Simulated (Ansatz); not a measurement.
# Si64H: the cost of one run

Program: Ansatz 0.2.0. Level of theory: DFT PBE, scalar-relativistic, plane waves, PAW. These are calculated values, not measurements.

## Step 1: The starting structure

It takes space group R-3m (No. 166, trigonal). Conventional cell: a = 15.472 Å, b = 15.472 Å, c = 18.949 Å, α = 90.00°, β = 90.00°, γ = 120.00°. Around Si (site symmetry m) lie 4 Si at 2.37 Å. Si (site symmetry 1) has 4 Si at 2.37 Å as nearest neighbours. Si (site symmetry 3m) is surrounded by 1 H at 1.18 Å. Only part of the 11 independent sites is listed.

The input asks for a charge of +1 e on the cell.

As a file:

```cif
data_structure
_symmetry_space_group_name_H-M 'P 1'
_symmetry_Int_Tables_number 1
_cell_length_a 10.9404
_cell_length_b 10.9404
_cell_length_c 10.9404
_cell_angle_alpha 90.000
_cell_angle_beta 90.000
_cell_angle_gamma 90.000
_cell_volume 1309.47
loop_
_atom_site_label
_atom_site_type_symbol
_atom_site_fract_x
_atom_site_fract_y
_atom_site_fract_z
_atom_site_occupancy
Si1 Si 0.50000 0.00000 0.00000 1
Si2 Si 0.75000 0.25000 0.00000 1
Si3 Si 0.75000 0.00000 0.25000 1
Si4 Si 0.00000 0.00000 0.00000 1
Si5 Si 0.25000 0.25000 0.00000 1
Si6 Si 0.50000 0.50000 0.00000 1
Si7 Si 0.75000 0.75000 0.00000 1
Si8 Si 0.25000 0.00000 0.25000 1
Si9 Si 0.50000 0.25000 0.25000 1
Si10 Si 0.75000 0.50000 0.25000 1
Si11 Si 0.50000 0.00000 0.50000 1
Si12 Si 0.75000 0.25000 0.50000 1
Si13 Si 0.75000 0.00000 0.75000 1
Si14 Si 0.00000 0.50000 0.00000 1
Si15 Si 0.25000 0.75000 0.00000 1
Si16 Si 0.00000 0.25000 0.25000 1
Si17 Si 0.25000 0.50000 0.25000 1
Si18 Si 0.50000 0.75000 0.25000 1
Si19 Si 0.00000 0.00000 0.50000 1
Si20 Si 0.25000 0.25000 0.50000 1
Si21 Si 0.50000 0.50000 0.50000 1
Si22 Si 0.75000 0.75000 0.50000 1
Si23 Si 0.25000 0.00000 0.75000 1
Si24 Si 0.50000 0.25000 0.75000 1
Si25 Si 0.75000 0.50000 0.75000 1
Si26 Si 0.00000 0.75000 0.25000 1
Si27 Si 0.00000 0.50000 0.50000 1
Si28 Si 0.25000 0.75000 0.50000 1
Si29 Si 0.00000 0.25000 0.75000 1
Si30 Si 0.25000 0.50000 0.75000 1
Si31 Si 0.50000 0.75000 0.75000 1
Si32 Si 0.00000 0.75000 0.75000 1
Si33 Si 0.62500 0.12500 0.12500 1
Si34 Si 0.87500 0.37500 0.12500 1
Si35 Si 0.87500 0.12500 0.37500 1
Si36 Si 0.12500 0.12500 0.12500 1
Si37 Si 0.37500 0.37500 0.12500 1
Si38 Si 0.62500 0.62500 0.12500 1
Si39 Si 0.87500 0.87500 0.12500 1
Si40 Si 0.37500 0.12500 0.37500 1
Si41 Si 0.62500 0.37500 0.37500 1
Si42 Si 0.87500 0.62500 0.37500 1
Si43 Si 0.62500 0.12500 0.62500 1
Si44 Si 0.87500 0.37500 0.62500 1
Si45 Si 0.87500 0.12500 0.87500 1
Si46 Si 0.12500 0.62500 0.12500 1
Si47 Si 0.37500 0.87500 0.12500 1
Si48 Si 0.12500 0.37500 0.37500 1
Si49 Si 0.37500 0.62500 0.37500 1
Si50 Si 0.62500 0.87500 0.37500 1
Si51 Si 0.12500 0.12500 0.62500 1
Si52 Si 0.37500 0.37500 0.62500 1
Si53 Si 0.62500 0.62500 0.62500 1
Si54 Si 0.87500 0.87500 0.62500 1
Si55 Si 0.37500 0.12500 0.87500 1
Si56 Si 0.62500 0.37500 0.87500 1
Si57 Si 0.87500 0.62500 0.87500 1
Si58 Si 0.12500 0.87500 0.37500 1
Si59 Si 0.12500 0.62500 0.62500 1
Si60 Si 0.37500 0.87500 0.62500 1
Si61 Si 0.12500 0.37500 0.87500 1
Si62 Si 0.37500 0.62500 0.87500 1
Si63 Si 0.62500 0.87500 0.87500 1
Si64 Si 0.12500 0.87500 0.87500 1
H1 H 0.06250 0.06250 0.06250 1
```

## Step 2: Relaxing the atoms: Si64H defect cell, no spin, charge +1

It takes the final geometry of an earlier run: H added.

Input file input.yaml:

```yaml
crystal:
  lattice:
    - [10.9403657457, 0.0, 0.0]
    - [0.0, 10.9403657457, 0.0]
    - [0.0, 0.0, 10.9403657457]
  atoms:
    - { symbol: Si, position: [0.5, 0.0, 0.0] }
    - { symbol: Si, position: [0.75, 0.25, 0.0] }
    - { symbol: Si, position: [0.75, 0.0, 0.25] }
    - { symbol: Si, position: [0.0, 0.0, 0.0] }
    - { symbol: Si, position: [0.25, 0.25, 0.0] }
    - { symbol: Si, position: [0.5, 0.5, 0.0] }
    - { symbol: Si, position: [0.75, 0.75, 0.0] }
    - { symbol: Si, position: [0.25, 0.0, 0.25] }
    - { symbol: Si, position: [0.5, 0.25, 0.25] }
    - { symbol: Si, position: [0.75, 0.5, 0.25] }
    - { symbol: Si, position: [0.5, 0.0, 0.5] }
    - { symbol: Si, position: [0.75, 0.25, 0.5] }
    - { symbol: Si, position: [0.75, 0.0, 0.75] }
    - { symbol: Si, position: [0.0, 0.5, 0.0] }
    - { symbol: Si, position: [0.25, 0.75, 0.0] }
    - { symbol: Si, position: [0.0, 0.25, 0.25] }
    - { symbol: Si, position: [0.25, 0.5, 0.25] }
    - { symbol: Si, position: [0.5, 0.75, 0.25] }
    - { symbol: Si, position: [0.0, 0.0, 0.5] }
    - { symbol: Si, position: [0.25, 0.25, 0.5] }
    - { symbol: Si, position: [0.5, 0.5, 0.5] }
    - { symbol: Si, position: [0.75, 0.75, 0.5] }
    - { symbol: Si, position: [0.25, 0.0, 0.75] }
    - { symbol: Si, position: [0.5, 0.25, 0.75] }
    - { symbol: Si, position: [0.75, 0.5, 0.75] }
    - { symbol: Si, position: [0.0, 0.75, 0.25] }
    - { symbol: Si, position: [0.0, 0.5, 0.5] }
    - { symbol: Si, position: [0.25, 0.75, 0.5] }
    - { symbol: Si, position: [0.0, 0.25, 0.75] }
    - { symbol: Si, position: [0.25, 0.5, 0.75] }
    - { symbol: Si, position: [0.5, 0.75, 0.75] }
    - { symbol: Si, position: [0.0, 0.75, 0.75] }
    - { symbol: Si, position: [0.625, 0.125, 0.125] }
    - { symbol: Si, position: [0.875, 0.375, 0.125] }
    - { symbol: Si, position: [0.875, 0.125, 0.375] }
    - { symbol: Si, position: [0.125, 0.125, 0.125] }
    - { symbol: Si, position: [0.375, 0.375, 0.125] }
    - { symbol: Si, position: [0.625, 0.625, 0.125] }
    - { symbol: Si, position: [0.875, 0.875, 0.125] }
    - { symbol: Si, position: [0.375, 0.125, 0.375] }
    - { symbol: Si, position: [0.625, 0.375, 0.375] }
    - { symbol: Si, position: [0.875, 0.625, 0.375] }
    - { symbol: Si, position: [0.625, 0.125, 0.625] }
    - { symbol: Si, position: [0.875, 0.375, 0.625] }
    - { symbol: Si, position: [0.875, 0.125, 0.875] }
    - { symbol: Si, position: [0.125, 0.625, 0.125] }
    - { symbol: Si, position: [0.375, 0.875, 0.125] }
    - { symbol: Si, position: [0.125, 0.375, 0.375] }
    - { symbol: Si, position: [0.375, 0.625, 0.375] }
    - { symbol: Si, position: [0.625, 0.875, 0.375] }
    - { symbol: Si, position: [0.125, 0.125, 0.625] }
    - { symbol: Si, position: [0.375, 0.375, 0.625] }
    - { symbol: Si, position: [0.625, 0.625, 0.625] }
    - { symbol: Si, position: [0.875, 0.875, 0.625] }
    - { symbol: Si, position: [0.375, 0.125, 0.875] }
    - { symbol: Si, position: [0.625, 0.375, 0.875] }
    - { symbol: Si, position: [0.875, 0.625, 0.875] }
    - { symbol: Si, position: [0.125, 0.875, 0.375] }
    - { symbol: Si, position: [0.125, 0.625, 0.625] }
    - { symbol: Si, position: [0.375, 0.875, 0.625] }
    - { symbol: Si, position: [0.125, 0.375, 0.875] }
    - { symbol: Si, position: [0.375, 0.625, 0.875] }
    - { symbol: Si, position: [0.625, 0.875, 0.875] }
    - { symbol: Si, position: [0.125, 0.875, 0.875] }
    - { symbol: H, position: [0.0625, 0.0625, 0.0625] }
total_charge: 1
scf:
  occupations: { method: gaussian, width: 0.02 }
output:
  forces: true
  stress: false
  eigenvalues: true
hamiltonian:
  xc: pbe
kpoints:
  mp_grid: { grid: [2, 2, 2], shift: [0.5, 0.5, 0.5] }
relax:
  f_tol: 0.02
  adjacent_minimum: "off"
  escape_saddle: false
```

The run is started by

```
ansatz run input.yaml --threads 4 --pin off --max-ram 14336MiB --backend cpu --events-out ev --progress --plain --runs-dir out
```

Q: Estimate wall time and peak memory on 4 threads of Intel Xeon at 2.70GHz, shared host.

About 99 s, with a peak of 3.1 GiB.
